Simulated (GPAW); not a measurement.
Write an ASE script for GPAW 26.7.0 that does the following.

```
Task                : band structure
Functional          : PBE
Potentials or basis : GPAW PAW data sets (gpaw-data 1.2.1)
Cutoff              : 600 eV
Basis               : pw
k mesh              : 13 × 13 × 13
Occupations         : fermi-dirac, width 0.05 eV
Spin                : no spin polarisation
Maxiter             : 150
Band path           : GXWKGLUWLK,UX
Band points         : 60
```

The structure of Cu lies in Cu.cif:

```cif
data_Cu
_cell_length_a 3.61500000
_cell_length_b 3.61500000
_cell_length_c 3.61500000
_cell_angle_alpha 90.00000000
_cell_angle_beta 90.00000000
_cell_angle_gamma 90.00000000
_space_group_name_H-M_alt 'Fm-3m'
_space_group_name_Hall '-F 4 2 3'
_space_group_IT_number 225
loop_
_space_group_symop_operation_xyz
'x,y,z'
'-x,-y,-z'
'-y,x,z'
'y,-x,-z'
'-x,-y,z'
'x,y,-z'
'y,-x,z'
'-y,x,-z'
'x,-y,-z'
'-x,y,z'
'-y,-x,-z'
'y,x,z'
'-x,y,-z'
'x,-y,z'
'y,x,-z'
'-y,-x,z'
'z,x,y'
'-z,-x,-y'
'z,-y,x'
'-z,y,-x'
'z,-x,-y'
'-z,x,y'
'z,y,-x'
'-z,-y,x'
'-z,x,-y'
'z,-x,y'
'-z,-y,-x'
'z,y,x'
'-z,-x,y'
'z,x,-y'
'-z,y,x'
'z,-y,-x'
'y,z,x'
'-y,-z,-x'
'x,z,-y'
'-x,-z,y'
'-y,z,-x'
'y,-z,x'
'-x,z,y'
'x,-z,-y'
'-y,-z,x'
'y,z,-x'
'-x,-z,-y'
'x,z,y'
'y,-z,-x'
'-y,z,x'
'x,-z,y'
'-x,z,-y'
'x,y+1/2,z+1/2'
'-x,-y+1/2,-z+1/2'
'-y,x+1/2,z+1/2'
'y,-x+1/2,-z+1/2'
'-x,-y+1/2,z+1/2'
'x,y+1/2,-z+1/2'
'y,-x+1/2,z+1/2'
'-y,x+1/2,-z+1/2'
'x,-y+1/2,-z+1/2'
'-x,y+1/2,z+1/2'
'-y,-x+1/2,-z+1/2'
'y,x+1/2,z+1/2'
'-x,y+1/2,-z+1/2'
'x,-y+1/2,z+1/2'
'y,x+1/2,-z+1/2'
'-y,-x+1/2,z+1/2'
'z,x+1/2,y+1/2'
'-z,-x+1/2,-y+1/2'
'z,-y+1/2,x+1/2'
'-z,y+1/2,-x+1/2'
'z,-x+1/2,-y+1/2'
'-z,x+1/2,y+1/2'
'z,y+1/2,-x+1/2'
'-z,-y+1/2,x+1/2'
'-z,x+1/2,-y+1/2'
'z,-x+1/2,y+1/2'
'-z,-y+1/2,-x+1/2'
'z,y+1/2,x+1/2'
'-z,-x+1/2,y+1/2'
'z,x+1/2,-y+1/2'
'-z,y+1/2,x+1/2'
'z,-y+1/2,-x+1/2'
'y,z+1/2,x+1/2'
'-y,-z+1/2,-x+1/2'
'x,z+1/2,-y+1/2'
'-x,-z+1/2,y+1/2'
'-y,z+1/2,-x+1/2'
'y,-z+1/2,x+1/2'
'-x,z+1/2,y+1/2'
'x,-z+1/2,-y+1/2'
'-y,-z+1/2,x+1/2'
'y,z+1/2,-x+1/2'
'-x,-z+1/2,-y+1/2'
'x,z+1/2,y+1/2'
'y,-z+1/2,-x+1/2'
'-y,z+1/2,x+1/2'
'x,-z+1/2,y+1/2'
'-x,z+1/2,-y+1/2'
'x+1/2,y,z+1/2'
'-x+1/2,-y,-z+1/2'
'-y+1/2,x,z+1/2'
'y+1/2,-x,-z+1/2'
'-x+1/2,-y,z+1/2'
'x+1/2,y,-z+1/2'
'y+1/2,-x,z+1/2'
'-y+1/2,x,-z+1/2'
'x+1/2,-y,-z+1/2'
'-x+1/2,y,z+1/2'
'-y+1/2,-x,-z+1/2'
'y+1/2,x,z+1/2'
'-x+1/2,y,-z+1/2'
'x+1/2,-y,z+1/2'
'y+1/2,x,-z+1/2'
'-y+1/2,-x,z+1/2'
'z+1/2,x,y+1/2'
'-z+1/2,-x,-y+1/2'
'z+1/2,-y,x+1/2'
'-z+1/2,y,-x+1/2'
'z+1/2,-x,-y+1/2'
'-z+1/2,x,y+1/2'
'z+1/2,y,-x+1/2'
'-z+1/2,-y,x+1/2'
'-z+1/2,x,-y+1/2'
'z+1/2,-x,y+1/2'
'-z+1/2,-y,-x+1/2'
'z+1/2,y,x+1/2'
'-z+1/2,-x,y+1/2'
'z+1/2,x,-y+1/2'
'-z+1/2,y,x+1/2'
'z+1/2,-y,-x+1/2'
'y+1/2,z,x+1/2'
'-y+1/2,-z,-x+1/2'
'x+1/2,z,-y+1/2'
'-x+1/2,-z,y+1/2'
'-y+1/2,z,-x+1/2'
'y+1/2,-z,x+1/2'
'-x+1/2,z,y+1/2'
'x+1/2,-z,-y+1/2'
'-y+1/2,-z,x+1/2'
'y+1/2,z,-x+1/2'
'-x+1/2,-z,-y+1/2'
'x+1/2,z,y+1/2'
'y+1/2,-z,-x+1/2'
'-y+1/2,z,x+1/2'
'x+1/2,-z,y+1/2'
'-x+1/2,z,-y+1/2'
'x+1/2,y+1/2,z'
'-x+1/2,-y+1/2,-z'
'-y+1/2,x+1/2,z'
'y+1/2,-x+1/2,-z'
'-x+1/2,-y+1/2,z'
'x+1/2,y+1/2,-z'
'y+1/2,-x+1/2,z'
'-y+1/2,x+1/2,-z'
'x+1/2,-y+1/2,-z'
'-x+1/2,y+1/2,z'
'-y+1/2,-x+1/2,-z'
'y+1/2,x+1/2,z'
'-x+1/2,y+1/2,-z'
'x+1/2,-y+1/2,z'
'y+1/2,x+1/2,-z'
'-y+1/2,-x+1/2,z'
'z+1/2,x+1/2,y'
'-z+1/2,-x+1/2,-y'
'z+1/2,-y+1/2,x'
'-z+1/2,y+1/2,-x'
'z+1/2,-x+1/2,-y'
'-z+1/2,x+1/2,y'
'z+1/2,y+1/2,-x'
'-z+1/2,-y+1/2,x'
'-z+1/2,x+1/2,-y'
'z+1/2,-x+1/2,y'
'-z+1/2,-y+1/2,-x'
'z+1/2,y+1/2,x'
'-z+1/2,-x+1/2,y'
'z+1/2,x+1/2,-y'
'-z+1/2,y+1/2,x'
'z+1/2,-y+1/2,-x'
'y+1/2,z+1/2,x'
'-y+1/2,-z+1/2,-x'
'x+1/2,z+1/2,-y'
'-x+1/2,-z+1/2,y'
'-y+1/2,z+1/2,-x'
'y+1/2,-z+1/2,x'
'-x+1/2,z+1/2,y'
'x+1/2,-z+1/2,-y'
'-y+1/2,-z+1/2,x'
'y+1/2,z+1/2,-x'
'-x+1/2,-z+1/2,-y'
'x+1/2,z+1/2,y'
'y+1/2,-z+1/2,-x'
'-y+1/2,z+1/2,x'
'x+1/2,-z+1/2,y'
'-x+1/2,z+1/2,-y'
loop_
_atom_site_label
_atom_site_type_symbol
_atom_site_symmetry_multiplicity
_atom_site_Wyckoff_symbol
_atom_site_fract_x
_atom_site_fract_y
_atom_site_fract_z
_atom_site_occupancy
Cu1 Cu 4 a 0.0000000000 0.0000000000 0.0000000000 1
```

These files were run (other wordings do the same):

run.py

```python
import spglib
from ase import Atoms
from ase.dft.bandgap import bandgap
from ase.io import read, write
from ase.units import GPa
from gpaw import GPAW, PW

atoms = read('Cu.cif')
cell, positions, numbers = spglib.find_primitive(
    (atoms.cell[:], atoms.get_scaled_positions(), atoms.numbers), symprec=1e-4)
atoms = Atoms(numbers, cell=cell, scaled_positions=positions, pbc=True)

calc = GPAW(mode=PW(600),
            xc='PBE',
            kpts={'size': (13, 13, 13), 'gamma': True},
            occupations={'name': 'fermi-dirac', 'width': 0.05},
            nbands=14,
            convergence={'density': 1e-05, 'energy': 1e-05},
            maxiter=150,
            txt='gpaw.txt')
atoms.calc = calc
energy = atoms.get_potential_energy()
forces = atoms.get_forces()
stress = atoms.get_stress()
calc.write('gs.gpw')
write('result.traj', atoms)
print(f'Energy: {energy:.6f} eV')
print('Forces (eV/A):')
print(forces.round(4))
print('Stress (GPa):', (stress / GPa).round(3))
print('Fermi level:', round(calc.get_fermi_level(), 4), 'eV')
print(f'Gap: {bandgap(calc)[0]:.4f} eV, direct: {bandgap(calc, direct=True)[0]:.4f} eV')

path = atoms.cell.bandpath('GXWKGLUWLK,UX', npoints=60, eps=1e-4)
bs_calc = calc.fixed_density(kpts=path, symmetry='off', nbands=21,
                             convergence={'bands': 'CBM+6.0', 'eigenstates': 1e-6}, txt='bands.txt')
bs = bs_calc.band_structure()
bs.write('bs.json')
print(f'Gap on the path: {bandgap(bs_calc)[0]:.4f} eV')
```

Potentials or basis: GPAW PAW data sets (gpaw-data 1.2.1), pw.

The run is started by

```bash
$ OMP_NUM_THREADS=1 python run.py
```

Results of the run:

```yaml
Pressure: 3.1 GPa
Band_gap_along_the_path: none (metal or under the smearing width)
```

Caveat: with this Cu data set, volumes or pressures lay over 1.5 % or 2 GPa off other programs in two to four cells of ten.

Run time: 6 s on 1 thread of AMD EPYC 9B45 (Zen 5), with other jobs on the host, peak memory 0.16 GiB.
